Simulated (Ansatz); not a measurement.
Is this CdTe4 stable against decomposition?

Theory: Ansatz 0.2.0, DFT PBE, scalar-relativistic, plane waves, PAW. All cells share a 420 eV cutoff and Γ-centred k meshes spaced at most about 0.3 Å⁻¹ (about 0.25 or finer for metals, 2π included). No spin polarisation.

Energies over the elements count from the elements' standard structures at the same level, with no fitted energy shifts.

All energies are static (0 K, no zero-point motion). These runs have no spin–orbit coupling, which can matter for Te. The reference form of Te is held partly by dispersion forces, which this level lacks.

The competitors are the elements and 1 reference phase of this chemical system (from databases or known types: CdTe), relaxed at the same level; other known phases may be missing.

The candidate was reached from: SnI4 type (P-43m).

Space group P-43m (No. 215). a = 5.517 Å, b = 5.517 Å, c = 5.517 Å, α = 90.00°, β = 90.00°, γ = 90.00°
```csv
atom,site,symmetry,x,y,z
Cd,1a,-43m,0.0000,0.0000,0.0000
Te,4e,.3m,0.2978,0.2978,0.2978
```

The lowest competing mixture at this composition:

```tsv
phase	space group	source	share of atoms	ΔE_f (eV/atom)
Te	-	element	0.6000	0.000
CdTe	F-43m (No. 216)	COD	0.4000	-0.464
```

Task: What are the hull's energy here, the candidate's formation energy and its margin?

Result: The hull lies at -0.186 eV/atom, the weighted sum of the last column. The candidate has 0.373 eV/atom, which is 0.56 eV/atom above it. The candidate matches no cell in the subsets of the Crystallography Open Database and the Materials Project at hand. A phase this far over the hull is unlikely to be made.
